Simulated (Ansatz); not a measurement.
**What strain does to KF (rocksalt)**

KF in the rocksalt structure, relaxed with r2SCAN in Ansatz. The symmetry is Fm-3m (No. 225, cubic); a = 5.318 Å in the conventional setting, 18.80 Å³ an atom. Around K lie 6 F at 2.66 Å; around F lie 6 K at 2.66 Å.

The axes x, y and z are those of this cell:
```yaml
crystal:
  lattice:
    - [0.00000, 2.65896, 2.65896]
    - [2.65896, 0.00000, 2.65896]
    - [2.65896, 2.65896, 0.00000]
  atoms:
    - { symbol: K, position: [0.00000, 0.00000, 0.00000] }
    - { symbol: F, position: [0.50000, 0.50000, 0.50000] }
```

Unstrained: The PBE gap is direct at Γ: 6.259 eV. With r2SCAN the gap is 6.908 eV and direct, at Γ. HSE06 gives a direct gap of 8.263 eV at Γ. Meshes: PBE 8×8×8, r2SCAN 8×8×8, HSE06 6×6×6. Strains are changes of length per length. After each strain the atoms were relaxed again with r2SCAN within the symmetry that the strain leaves, so tilts or polar shifts that break it weren't tested; points keep the names that they have in the unstrained zone. Calculated for a static, non-magnetic cell.

Changes of the least gap in eV (an overlap counts as a negative gap):
```
                                                       strain  volume change (%)  space group     PBE  r2SCAN   HSE06  energy rise, r2SCAN (meV/atom)
epitaxial -1.53 % in the xy plane, free normal strain +0.58 %               -2.5       I4/mmm  +0.122  +0.123  +0.133                             2.6
                                     uniaxial +4.67 % along z               +4.7       I4/mmm  -0.266  -0.271  -0.283                             8.0
                           biaxial +0.44 % in x and y, z held               +0.9       I4/mmm  -0.052  -0.052  -0.054                             0.2
```

Epitaxial -1.53 % in the xy plane, free normal strain +0.58 %. HSE06: the gap goes from 8.263 to 8.396 eV (+0.133 eV); with r2SCAN the top three valence levels at Γ, degenerate before, become 2+1 from the top over 37 meV. Stress change with r2SCAN, compression positive: xx +1.48, yy +1.48, zz +0.01 GPa.

Uniaxial +4.67 % along z, other directions held. HSE06: the gap goes from 8.263 to 7.980 eV (-0.283 eV); with r2SCAN the top three valence levels at Γ, degenerate before, become 2+1 from the top over 56 meV. Stress change with r2SCAN, compression positive: xx -0.60, yy -0.60, zz -2.62 GPa.

Biaxial +0.44 % in x and y, z held. HSE06: the gap goes from 8.263 to 8.209 eV (-0.054 eV). Stress change with r2SCAN, compression positive: xx -0.39, yy -0.39, zz -0.13 GPa.

The meshes of the hybrids are coarse, so their gaps aren't converged to the digits shown.

The splittings at Γ are without spin-orbit coupling, which regroups them where it is of like size or larger.
